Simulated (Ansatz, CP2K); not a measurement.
This is a calculation of Mg (Magnesium) for Ansatz 0.2.0. 

input.yaml

```yaml
crystal:
  lattice:
    - [3.2093, 0.0, 0.0]
    - [-1.60465, 2.7793353284, 0.0]
    - [0.0, 0.0, 5.2103]
  atoms:
    - { symbol: Mg, position: [0.6666666667, 0.3333333333, 0.75] }
    - { symbol: Mg, position: [0.3333333333, 0.6666666667, 0.25] }
kpoints:
  mp_grid: { grid: [10, 10, 5] }
scf:
  occupations: { method: gaussian, width: 0.011 }
hamiltonian:
  xc: pbe
  pseudopotentials: { kind: all_electron, lapw: { basis_error: 0.001 } }
output:
  forces: true
  stress: true
  eigenvalues: true
```

Potentials or basis: all-electron LAPW, scalar-relativistic.

Run with:

```console
$ ansatz run input.yaml --threads 1 --pin off --max-ram 3072MiB --backend cpu --events-out ev --progress --plain --runs-dir out
```

Problem. Translate it to CP2K 2026.2. Potentials or basis there: POTENTIAL_UZH Mg GTH-PBE-q10; TZVP-MOLOPT-PBE-GTH basis.

Solution. As run (cutoffs and basis follow the program's own potentials, and thresholds, step limits or extra output files can differ):

File mg_scf.inp:

```
&GLOBAL
  PROJECT mg_scf
  RUN_TYPE ENERGY_FORCE
  PRINT_LEVEL LOW
&END GLOBAL
&FORCE_EVAL
  METHOD QS
  STRESS_TENSOR ANALYTICAL
  &DFT
    BASIS_SET_FILE_NAME BASIS_MOLOPT_UZH
    POTENTIAL_FILE_NAME POTENTIAL_UZH
    &MGRID
      CUTOFF 1400
      REL_CUTOFF 60
      NGRIDS 4
    &END MGRID
    &QS
      METHOD GPW
      EPS_DEFAULT 1.0E-10
    &END QS
    &KPOINTS
      SCHEME MONKHORST-PACK 10 10 5
      GAMMA_CENTERED T
      SYMMETRY T
      SYMMETRY_BACKEND SPGLIB
    &END KPOINTS
    &SCF
      SCF_GUESS ATOMIC
      EPS_SCF 1.0E-6
      MAX_SCF 100
      ADDED_MOS 10
      CHOLESKY OFF
      EPS_EIGVAL 1.0E-7
      &DIAGONALIZATION ON
        ALGORITHM STANDARD
      &END DIAGONALIZATION
      &MIXING ON
        METHOD BROYDEN_MIXING
        ALPHA 0.4
        BETA 1.5
        NBUFFER 8
      &END MIXING
      &SMEAR ON
        METHOD GAUSSIAN
        SIGMA [eV] 0.011
      &END SMEAR
    &END SCF
    &XC
      &XC_FUNCTIONAL PBE
      &END XC_FUNCTIONAL
    &END XC
    &PRINT
      &KPOINTS ON
      &END KPOINTS
      &MULLIKEN ON
      &END MULLIKEN
      &MO ON
        ENERGIES T
        OCCUPATION_NUMBERS T
        &EACH
          QS_SCF 0
        &END EACH
        ADD_LAST NUMERIC
      &END MO
      &E_DENSITY_CUBE ON
        STRIDE 2
      &END E_DENSITY_CUBE
      &V_HARTREE_CUBE ON
        STRIDE 2
      &END V_HARTREE_CUBE
      &ELF_CUBE ON
        STRIDE 2
      &END ELF_CUBE
    &END PRINT
  &END DFT
  &SUBSYS
    &CELL
      A 3.2093000000 0.0000000000 0.0000000000
      B -1.6046500000 2.7793353284 0.0000000000
      C 0.0000000000 0.0000000000 5.2103000000
      PERIODIC XYZ
    &END CELL
    &COORD
      SCALED
      Mg  0.6666666667 0.3333333333 0.7500000000
      Mg  0.3333333333 0.6666666667 0.2500000000
    &END COORD
    &KIND Mg
      BASIS_SET TZVP-MOLOPT-PBE-GTH-q10
      POTENTIAL GTH-PBE-q10
    &END KIND
    &PRINT
      &ATOMIC_COORDINATES ON
      &END ATOMIC_COORDINATES
      &CELL ON
      &END CELL
    &END PRINT
  &END SUBSYS
  &PRINT
    &FORCES ON
    &END FORCES
    &STRESS_TENSOR ON
    &END STRESS_TENSOR
  &END PRINT
&END FORCE_EVAL
```

Potentials or basis: POTENTIAL_UZH Mg GTH-PBE-q10; TZVP-MOLOPT-PBE-GTH basis.

Run with:

```bash
$ OMP_NUM_THREADS=1 cp2k.psmp -i mg_scf.inp -o mg_scf.out
```

Both were run:

|  | Ansatz | CP2K |
| --- | --- | --- |
| Pressure | -0.5 GPa | 0.6 GPa |

Where Ansatz's input types no cutoff or centring, it takes its own default and a Γ-centred mesh.

The two runs disagree by more than potentials and bases usually give (in gap, levels, pressure or energy); the cause wasn't traced.

Pressure is positive in compression.
